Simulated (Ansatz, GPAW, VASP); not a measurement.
# SrO: 3 runs at one level of theory

```
Sr O
1.0
     0.00000    2.56630    2.56630
     2.56630    0.00000    2.56630
     2.56630    2.56630    0.00000
Sr O
1 1
Direct
  0.50000 0.50000 0.50000
  0.00000 0.00000 0.00000
```

Alike in all runs: task single point; functional PBEsol; k mesh 9 × 9 × 9; occupations gaussian, width 0.05 eV; no spin polarisation; no spin-orbit coupling. Pressure is positive in compression and, in plane waves, holds the error of the finite cutoff.

```csv
program and potentials,plane-wave cutoff (eV),notes,pressure (GPa)
"Ansatz, all-electron LAPW, scalar-relativistic",-,-,-0.55
"VASP, PBE PAW files O, Sr_sv, release 54, 520 eV",520,potentials made for PBE,0.07
"GPAW, PAW data sets generated for this functional",800,-,0.02
```

The pressure spans -0.55 (Ansatz, all-electron LAPW, scalar-relativistic) to 0.07 GPa (VASP, PBE PAW files O, Sr_sv, release 54, 520 eV), with all-electron results at -0.55.

Differences between rows come from potentials, basis sets and numerical settings, since the functional is the same but for its coding. Runs on potential files found faulty are left out.

At this fixed rocksalt cell the two PAW runs are almost stress-free, at 0.07 and 0.02 GPa, while the all-electron calculation gives -0.55 GPa. The negative sign means the lattice is slightly stretched for LAPW, which would relax to a somewhat smaller cell. As SrO is a fairly stiff ionic crystal, the implied change in lattice parameter is very small.

The pressure is the small remainder of two large opposing terms, the Madelung attraction between the ions and the Pauli repulsion between the closed shells of oxide and Sr, including the Sr 4s and 4p semicore. Slight differences in how these shells are described, probably through the frozen core or the basis, can therefore shift the balance visibly.

The near agreement of the PAW runs gives no sign that potentials made for PBE do much harm here, though compensating errors remain possible, and it doesn't establish agreement with the all-electron limit. A single volume also leaves open whether the codes differ in compressibility or only in equilibrium volume.
